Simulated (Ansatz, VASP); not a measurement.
## One calculation of Ca, two programs

Contents of INCAR:

```
  PREC = Accurate
  ENCUT = 520
  EDIFF = 1E-7
  ISMEAR = -1
  SIGMA = 0.05
  LREAL = False
  LASPH = True
  NELM = 100
  ALGO = Normal
  ISIF = 2
  LWAVE = False
  LCHARG = True
  GGA = PS
  LELF = True
  LVHAR = True
  NBANDS = 11
```

Contents of KPOINTS:

```
Automatic mesh
0
Gamma
  13 13 13
```

The input POSCAR:

```
Ca
1.0
    0.0000000000      2.3630912642      2.3630912642
    2.3630912642      0.0000000000      2.3630912642
    2.3630912642      2.3630912642      0.0000000000
Ca
1
Direct
    0.0000000000      0.0000000000      0.0000000000
```

Input for Ansatz:

```yaml
crystal:
  lattice:
    - [0.0, 2.3630912642, 2.3630912642]
    - [2.3630912642, 0.0, 2.3630912642]
    - [2.3630912642, 2.3630912642, 0.0]
  atoms:
    - { symbol: Ca, position: [0.0, 0.0, 0.0] }
kpoints:
  mp_grid: { grid: [13, 13, 13] }
scf:
  occupations: { method: fermi_dirac, width: 0.05 }
hamiltonian:
  xc: pbesol
  pseudopotentials: { kind: all_electron, lapw: { basis_error: 0.001 } }
output:
  forces: true
  stress: true
  eigenvalues: true
  populations: true
```

Change from the starting cell: volume scaled by 0.65, LAPW.

Alike in both runs: task single point; functional PBEsol; k mesh 13 × 13 × 13; occupations fermi-dirac, width 0.05 eV; no spin polarisation.

|  | VASP | Ansatz |
| --- | --- | --- |
| version | VASP 6.6.1 | Ansatz 0.2.0 |
| potentials or method | VASP PAW PBE potentials, release 64 (Ca_sv) | all-electron LAPW, scalar-relativistic |
| plane-wave cutoff (eV) | 520 | see its input |

|  | VASP | Ansatz | Ansatz less VASP |
| --- | --- | --- | --- |
| pressure (GPa) | 15.0 | 15.0 | -0.03 |

Ansatz ran all-electron here, so the differences hold the error of VASP's frozen core and of both bases.

Caveats: so large a pressure means that the cell lies far from this level's equilibrium, or that cutoff or potentials fall short (VASP); the potentials were made for another functional, which shifts forces and pressure (VASP); an odd mesh through Γ misses points on the zone boundary, where band edges often lie.
